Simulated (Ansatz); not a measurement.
This cell of AlSb (zinc blende) is off equilibrium:

```
CELL_PARAMETERS angstrom
      0.00000     3.09900     3.09900
      3.09900     0.00000     3.09900
      3.09900     3.09900     0.00000
ATOMIC_POSITIONS crystal
  Sb 0.75000 0.75000 0.75000
  Al 0.00000 0.00000 0.00000
```

Computed with PBEsol (plane waves to 420 eV, PAW, scalar-relativistic; Ansatz, an electronic-structure program). k mesh 13×13×13 (Γ-centred), Fermi-Dirac smearing 0.05 eV. The energy includes the smearing's −TS. Compression counts positive. AlSb was relaxed with its symmetry unable to fall. Spin-orbit coupling is left out, though Sb is heavy. The PAW data are Ansatz's earlier set.

Q: Give the stress tensor in GPa and the pressure.

A: 
```
  -1.01     0.00     0.00
   0.00    -1.01     0.00
   0.00     0.00    -1.01
```
The pressure, a third of the trace, is -1.01 GPa.

Q: It is the relaxed cell scaled evenly to V/V₀ = 1.020, atoms relaxed where free. What is its energy relative to the relaxed cell?

A: 1.9 meV/atom.

(A scan under strain: stresses follow from slopes of the energy per volume, elastic moduli from its curvatures.)
